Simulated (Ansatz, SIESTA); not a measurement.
One calculation of SiC, 3 ways

```
Si C
1.0
     3.07569    0.00000    0.00000
    -1.53785    2.66363    0.00000
     0.00000    0.00000   10.07065
Si C
4 4
Direct
  0.00000 0.00000 0.18789
  0.00000 0.00000 0.68789
  0.33333 0.66667 0.43784
  0.66667 0.33333 0.93784
  0.00000 0.00000 0.00046
  0.00000 0.00000 0.50046
  0.33333 0.66667 0.24980
  0.66667 0.33333 0.74980
```

The cell is a database's computed one, not the measured one.

Alike in all runs: task band structure; functional LDA; k mesh 10 × 10 × 3; occupations fermi-dirac, width 0.05 eV; no spin polarisation; no spin-orbit coupling. LDA stands for any of its common fits. Pressure is positive in compression and, in plane waves, holds the error of the finite cutoff, which Ansatz's Pulay term estimates and takes out. Gaps are the smaller of the mesh's and the band path's.

| program and potentials | plane-wave cutoff (eV) | notes | band gap (eV) | pressure (GPa) |
| --- | --- | --- | --- | --- |
| SIESTA, files PseudoDojo sr-lda-0.4.1-standard, DZP (energy shift 0.003 Ry) | - | atomic basis | 2.18 | -1.39 |
| Ansatz, JTH PAW LDA | 780 | Pulay term of +0.07 GPa included | 2.18 | -4.11 |
| Ansatz, all-electron LAPW, scalar-relativistic | - | - | ? | ? |

**Question.** Estimate from the other rows what the run with Ansatz, all-electron LAPW, scalar-relativistic gave.

**Answer.** Band gap 2.18 eV; pressure -3.81 GPa. The other rows, which needn't bracket it: band gap 2.18; pressure -4.11 to -1.39.
